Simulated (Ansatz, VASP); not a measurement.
# Cross-check of Nb between VASP and Ansatz, part 2 of 2

Wanted: the spread between two codes on one cell, functional and k mesh. Of the first pair: The structure shown is the start of the Ansatz relaxation below; VASP solves that cell, so the two are compared at the walk's first step.

VASP 6.6.1 and Ansatz 0.2.0.

So far. Step 3 (VASP: single point, PBEsol, start cell, pair 1): The run ends at a pressure of -3.02 GPa, with forces up to 1.5 eV/Å.

### 5. Ansatz: relaxation, PBEsol

Level of this step: Ansatz beside VASP: Kohn-Sham DFT, plane waves, PBEsol (Ansatz).

The two programs are compared at the cell with which this relaxation starts, whose forces are those of its first step.

The structure compared here is the start of the Ansatz relaxation; VASP solves that cell, so the two are compared at the walk's first step.

Contents of input.yaml:

```yaml
crystal:
  lattice:
    - [3.2608399696, 0.0, 0.0]
    - [0.0, 3.2608399696, 0.0]
    - [0.0, 0.0, 36.9999728]
  atoms:
    - { symbol: Nb, position: [0.0, 0.0, 0.1813878836] }
    - { symbol: Nb, position: [0.5, 0.5, 0.2197760854] }
    - { symbol: Nb, position: [0.0, 0.0, 0.2648650596] }
    - { symbol: Nb, position: [0.5, 0.5, 0.3099540338] }
    - { symbol: Nb, position: [0.0, 0.0, 0.3483422356] }
  periodic: [true, true, false]
kpoints:
  mp_grid: { grid: [12, 12, 1] }
hamiltonian:
  xc: pbesol
  pseudopotentials: { kind: paw, azcp: { folder: soft_1 }, xc_functional: pbe }
scf:
  occupations: { method: gaussian, width: 0.1 }
output:
  forces: true
  stress: true
  eigenvalues: true
  write_density: true
  write_potential: true
  elf: true
  volumetric_format: npy
relax:
  adjacent_minimum: "off"
  f_tol: 0.005
  max_steps: 80
  cell: { stress_2d_tol: 0.02 }
```

Command:

```console
ansatz run input.yaml --threads 4 --pin off --max-ram 16384MiB --backend cpu --events-out ev --progress --plain --runs-dir out
```

Numbers of over 12 decimals in the logs are rounded to 6 here.

What it wrote:

```text
[...]
Crystal: 5 atoms, lattice volume = 393.424 Å³
Basis set: ecut = 420 eV, 7771 PW (Γ), exchange–correlation on 48×48×500 points (8 copies of the dense FFT grid, shifted against one another)
Bands: 39, of which v1, the nominal top of the filled ones, is band 33 counted from 1 (32 counted from 0)
Symmetry: 16 space group operations
[...]
k-points: 28 of 144
[...]
--- Relaxed structure (5 steps of the walk, 3 accepted, 1 SCFs on fresh bases) ---
[...]
cell:  # Å, volume = 394.6293 Å³
    - [3.265833, 0, 0.0]
    - [0, 3.265833, 0.0]
    - [0.0, 0.0, 36.9999728]
  atoms:
    - { symbol: Nb, position: [0, 0, 0.181706] }
    - { symbol: Nb, position: [0.500000, 0.500000, 0.219800] }
    - { symbol: Nb, position: [0, 0, 0.2648650596] }
    - { symbol: Nb, position: [0.500000, 0.500000, 0.309930] }
    - { symbol: Nb, position: [0, 0, 0.348024] }
[key lines of the parts left out:]
SCF converged after 7 iterations
Free energy (F): -22473.952394 eV
Fermi energy:    -3.687945 eV
P = ½ c Tr σ = 0.0002 N/m
```

### 6. VASP: single point, PBEsol, start cell, pair 2

The same cell, functional, mesh and smearing now go to VASP, with its own data sets.

Contents of INCAR:

```
SYSTEM = Nb
PREC = Accurate
ENCUT = 400
EDIFF = 1E-06
NELM = 120
ISMEAR = 0
SIGMA = 0.1
LREAL = .FALSE.
ALGO = Normal
GGA = PS
NBANDS = 40
LASPH = .TRUE.
LORBIT = 11
LWAVE = .FALSE.
LCHARG = .FALSE.
ISIF = 2
LDIPOL = .TRUE.
IDIPOL = 3
DIPOL = 0.5 0.5 0.265
LVHAR = .TRUE.
GGA_COMPAT = .FALSE.
NELMDL = -8
KPAR = 2
```

Contents of POSCAR:

```
Nb
1.0
    3.2608400000      0.0000000000      0.0000000000
    0.0000000000      3.2608400000      0.0000000000
    0.0000000000      0.0000000000     36.9999730000
Nb
5
Direct
    0.0000000000      0.0000000000      0.1813878891
    0.5000000000      0.5000000000      0.2197760793
    0.0000000000      0.0000000000      0.2648650581
    0.5000000000      0.5000000000      0.3099540370
    0.0000000000      0.0000000000      0.3483422272
```

Contents of KPOINTS:

```
Automatic mesh
0
Gamma
12 12 1
0 0 0
```

The projector-augmented-wave data sets are Nb_sv (PBE family, release 64).

Command:

```console
mpirun -np 2 vasp_std
```

What it wrote:

```text
[banner, memory and clock lines left out]
running    2 mpi-ranks, on    1 nodes
[...]
[... a notice as in an earlier step ...]

 LDA part: xc-table for (Slater+PW92), standard interpolation
 POSCAR, INCAR and KPOINTS ok, starting setup
[...]
entering main loop
       N       E                     dE             d eps       ncg     rms          rms(c)
DAV:   1     0.488516283948E+03    0.48852E+03   -0.33612E+04  3464   0.114E+03
DAV:   2     0.660858126082E+01   -0.48191E+03   -0.46751E+03  2856   0.414E+02
DAV:   3    -0.509091859833E+02   -0.57518E+02   -0.56018E+02  3464   0.910E+01
DAV:   4    -0.573011747484E+02   -0.63920E+01   -0.63164E+01  3848   0.325E+01
[...]
DAV:  28    -0.512862926926E+02   -0.43802E-05   -0.97312E-08  1816   0.160E-03    0.529E-04
DAV:  29    -0.512862952265E+02   -0.25339E-05   -0.67124E-08  1840   0.158E-03    0.230E-04
DAV:  30    -0.512862959354E+02   -0.70893E-06   -0.37226E-08  1800   0.886E-04
   1 F= -.51286296E+02 E0= -.51272019E+02  d E =-.285542E-01
```

OUTCAR, selected parts (step 6):

```text
  Total       -0.4480034     -0.4480034     -0.6539082      0.0000000      0.0000000      0.0000000
  in kB       -1.8244480     -1.8244480     -2.6629742      0.0000000      0.0000000      0.0000000
  external PRESSURE =      -2.1039567 kB  Pullay stress =       0.0000000 kB

 POSITION                                       TOTAL-FORCE (eV/Angst)
 -----------------------------------------------------------------------------------
      0.00000      0.00000      6.71135        -0.000000      0.000000      0.036231
      1.63042      1.63042      8.13171         0.000000     -0.000000     -0.026890
      0.00000      0.00000      9.80000         0.000000     -0.000000     -0.000000
      1.63042      1.63042     11.46829        -0.000000     -0.000000      0.026890
      0.00000      0.00000     12.88865         0.000000     -0.000000     -0.036231
 -----------------------------------------------------------------------------------
    total drift:                                0.000000     -0.000000     -0.000009

  FREE ENERGIE OF THE ION-ELECTRON SYSTEM (eV)
  ---------------------------------------------------
  free  energy   TOTEN  =       -51.2862959354 eV

  energy  without entropy=      -51.2577417566  energy(sigma->0) =      -51.27201885

[... 3 further parts left out ...]
[key lines of the parts left out:]
E-fermi :  -0.2179
```

The run ends at a pressure of -0.21 GPa, with forces up to 0.036 eV/Å.

### 7. Side by side

At this near-relaxed geometry the largest component of a force difference is 23 meV/Å. With vacuum in the cell, a pressure given here is an average over mostly empty space and none of the material.

### 8. Ansatz: relaxation, PBEsol

This run makes the geometry at which the two programs are then compared.

The structure compared here is the end of the Ansatz relaxation.

input.yaml, the sections that differ from step 5:

```yaml
crystal:
  lattice:
    - [3.2658327498, 0.0, 0.0]
    - [0.0, 3.2658327498, 0.0]
    - [0.0, 0.0, 36.9999728]
  atoms:
    - { symbol: Nb, position: [0.0, 0.0, 0.1817059759] }
    - { symbol: Nb, position: [0.5, 0.5, 0.219800098] }
    - { symbol: Nb, position: [0.0, 0.0, 0.2648650596] }
    - { symbol: Nb, position: [0.5, 0.5, 0.3099300212] }
    - { symbol: Nb, position: [0.0, 0.0, 0.3480241433] }
  periodic: [true, true, false]
scf:
  occupations: { method: methfessel_paxton, width: 0.2 }
relax:
  adjacent_minimum: "off"
  f_tol: 0.001
  max_steps: 60
  cell: { stress_2d_tol: 0.002 }
# kpoints, hamiltonian, output: as in step 5
```

Command:

```console
ansatz run input.yaml --threads 4 --pin off --max-ram 16384MiB --backend cpu --events-out ev --progress --plain --runs-dir out
```

What it wrote:

```text
[...]
Crystal: 5 atoms, lattice volume = 394.629 Å³
Basis set: ecut = 420 eV, 7811 PW (Γ), exchange–correlation on 48×48×500 points (8 copies of the dense FFT grid, shifted against one another)
Bands: 39, of which v1, the nominal top of the filled ones, is band 33 counted from 1 (32 counted from 0)
Symmetry: 16 space group operations
[...]
k-points: 28 of 144
[...]
--- Relaxed structure (5 steps of the walk, 3 accepted, 1 SCFs on fresh bases) ---
[...]
cell:  # Å, volume = 394.4689 Å³
    - [3.265169, 0, 0.0]
    - [0, 3.265169, 0.0]
    - [0.0, 0.0, 36.9999728]
  atoms:
    - { symbol: Nb, position: [0, 0, 0.181668] }
    - { symbol: Nb, position: [0.5, 0.5, 0.219798] }
    - { symbol: Nb, position: [0, 0, 0.264865] }
    - { symbol: Nb, position: [0.5, 0.5, 0.309933] }
    - { symbol: Nb, position: [0, 0, 0.348062] }
[key lines of the parts left out:]
SCF converged after 10 iterations
Free energy (F): -22473.939709 eV
Fermi energy:    -3.673185 eV
P = ½ c Tr σ = -0.0000 N/m
```

### 9. VASP: single point, PBEsol, relaxed cell, pair 3

The same cell, functional, mesh and smearing now go to VASP, with its own data sets.

INCAR, as its differences from that of step 6:

```diff
@@ -5,4 +5,4 @@
 NELM = 120
-ISMEAR = 0
-SIGMA = 0.1
+ISMEAR = 1
+SIGMA = 0.2
 LREAL = .FALSE.
```

Contents of POSCAR:

```
Nb
1.0
    3.2651692228      0.0000000000      0.0000000000
    0.0000000000      3.2651692228      0.0000000000
    0.0000000000      0.0000000000     36.9999728000
Nb
5
Direct
    0.0000000000      0.0000000000      0.1816683482
    0.5000000000      0.5000000000      0.2197975636
    0.0000000000      0.0000000000      0.2648650596
    0.5000000000      0.5000000000      0.3099325556
    0.0000000000      0.0000000000      0.3480617710
```

KPOINTS is that of step 6.

Command:

```console
mpirun -np 2 vasp_std
```

What it wrote:

```text
[... set-up lines as in an earlier step ...]
 entering main loop
       N       E                     dE             d eps       ncg     rms          rms(c)
DAV:   1     0.491921596667E+03    0.49192E+03   -0.33582E+04  3472   0.113E+03
DAV:   2     0.574755840375E+01   -0.48617E+03   -0.47296E+03  2888   0.416E+02
DAV:   3    -0.513741637608E+02   -0.57122E+02   -0.55570E+02  3552   0.903E+01
DAV:   4    -0.572367726010E+02   -0.58626E+01   -0.57904E+01  3848   0.312E+01
[...]
DAV:  25    -0.512740928844E+02   -0.26398E-04   -0.70345E-07  1904   0.519E-03    0.136E-03
DAV:  26    -0.512741087126E+02   -0.15828E-04   -0.97778E-07  1976   0.384E-03    0.102E-03
DAV:  27    -0.512741096884E+02   -0.97584E-06   -0.14500E-07  1840   0.267E-03
   1 F= -.51274110E+02 E0= -.51274510E+02  d E =0.120188E-02
```

OUTCAR, selected parts (step 9):

```text
  Total       -0.5043535     -0.5043535     -0.4926341      0.0000000      0.0000000      0.0000000
  in kB       -2.0484853     -2.0484853     -2.0008855      0.0000000      0.0000000      0.0000000
  external PRESSURE =      -2.0326187 kB  Pullay stress =       0.0000000 kB

 POSITION                                       TOTAL-FORCE (eV/Angst)
 -----------------------------------------------------------------------------------
      0.00000      0.00000      6.72172        -0.000000      0.000000     -0.016556
      1.63258      1.63258      8.13250        -0.000000     -0.000000      0.023468
      0.00000      0.00000      9.80000         0.000000      0.000000     -0.000000
      1.63258      1.63258     11.46750         0.000000      0.000000     -0.023468
      0.00000      0.00000     12.87828         0.000000      0.000000      0.016556
 -----------------------------------------------------------------------------------
    total drift:                                0.000000      0.000000     -0.000393

  FREE ENERGIE OF THE ION-ELECTRON SYSTEM (eV)
  ---------------------------------------------------
  free  energy   TOTEN  =       -51.2741096884 eV

  energy  without entropy=      -51.2753115668  energy(sigma->0) =      -51.27451031

[... 1 part as in an earlier step ...]

[... 2 further parts left out ...]
[key lines of the parts left out:]
E-fermi :  -0.2172
```

The run ends at a pressure of -0.20 GPa, with forces up to 0.023 eV/Å.

### 10. Differences

At this near-relaxed geometry the largest component of a force difference is 23 meV/Å. With vacuum in the cell, a pressure given here is an average over mostly empty space and none of the material.

### 11. Results

```yaml
r_m_s_force_difference_single_point_pbesol_start_cell_pair_1: 0.34 % of the r.m.s. force
r_m_s_force_difference_single_point_pbesol_start_cell_pair_2: 10 meV/Å
r_m_s_force_difference_single_point_pbesol_relaxed_cell_pair_3: 10 meV/Å
```

The r.m.s. force difference is 10 meV/Å (single point, PBEsol, relaxed cell, pair 3), within the 12 meV/Å picked in this series as the mark of a large difference. 2 further runs of this series are not shown here. Such differences can come from data sets, numerical settings and the points named under the comparisons, not from the functional's error against experiment.

[Lines on the potential files, build, host, timing and source positions are cut from VASP's logs without a mark.]

[Logs are printed without paths, hosts, clocks, repeated set-up lines and the standing remarks that a program may print on its own settings, such as how far it seeks lower states.]

[Hosts, paths, dates, database ids (printed as entryN), source tags and the programs' standing remarks are cut or masked in the printed files.]
